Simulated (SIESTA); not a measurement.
Runs of SIESTA 5.4.2 on NiO. It takes space group Fm-3m (No. 225, cubic). The conventional cell has a = 4.172 Å, b = 4.172 Å, c = 4.172 Å, α = 90.00°, β = 90.00°, γ = 90.00°. Ni (site symmetry m-3m) is surrounded by 6 O at 2.09 Å. Around O (site symmetry m-3m) lie 6 Ni at 2.09 Å. 

| task | level | potentials or basis | k mesh | broadening (eV) | window to (eV) | polarisation | direction | optical mesh offset | gap on the mesh (eV) | pressure (GPa) | moment (μB) |
| --- | --- | --- | --- | --- | --- | --- | --- | --- | --- | --- | --- |
| optical spectrum | PBE | PseudoDojo 0.4 standard (PBE files), DZP (energy shift 0.002 Ry) | 8 × 8 × 8 | 0.3 eV | 30 eV | polarized | 1.0 0.0 0.0 | true | none | 7.1 | (c) |
| band structure | PBE | PseudoDojo 0.4 standard (PBE files), SZ (energy shift 0.002 Ry) | 11 × 11 × 11 | - | - | - | - | - | none | 9.4 | 0.33 |
| band structure | PBE | SG15 1.2 (PBE files) or PseudoDojo by element, DZP (energy shift 0.002 Ry) | 11 × 11 × 11 | - | - | - | - | - | none | 5.0 | 1.40 |
| band structure | PBE | PseudoDojo 0.4 standard (PBE files), TZP (energy shift 0.002 Ry) | 11 × 11 × 11 | - | - | - | - | - | none | 5.5 | (a) |
| band structure | vdW-DF-cx | PseudoDojo 0.4 standard (PBE files), DZP (energy shift 0.002 Ry) | 11 × 11 × 11 | - | - | - | - | - | none | (b) | 0.66 |

Alike in all rows: spin collinear, ferromagnetic start; cell as given; smearing fermi-dirac 0.05 eV; grid cutoff 800 Ry; energy shift 0.002 Ry.

Task: Fill in the values left out.

Result: (a) 1.75; (b) -7.6; (c) 1.82.

Caveats: the basis of atomic orbitals isn't converged, which shifts pressures, moduli and gaps; semilocal functionals often make such compounds metallic where correlation or magnetic order opens a gap, which also shifts bond lengths; semicore shells carry a single zeta, which can move pressures by several GPa and volumes by a few percent (some runs); a cell with one magnetic atom can't hold antiferromagnetic order, which such compounds often take (some runs); the basis holds too few empty states to meet the f-sum rule, so the spectrum is short of weight at high energy (some runs); the basis has no polarisation orbitals (some runs); short orbitals over semicore shells can move pressures by several GPa (some runs).

A k mesh can miss the band edges.

A gap of «none» marks a metal or a gap under the smearing width.

Not every run made on this cell is shown here.
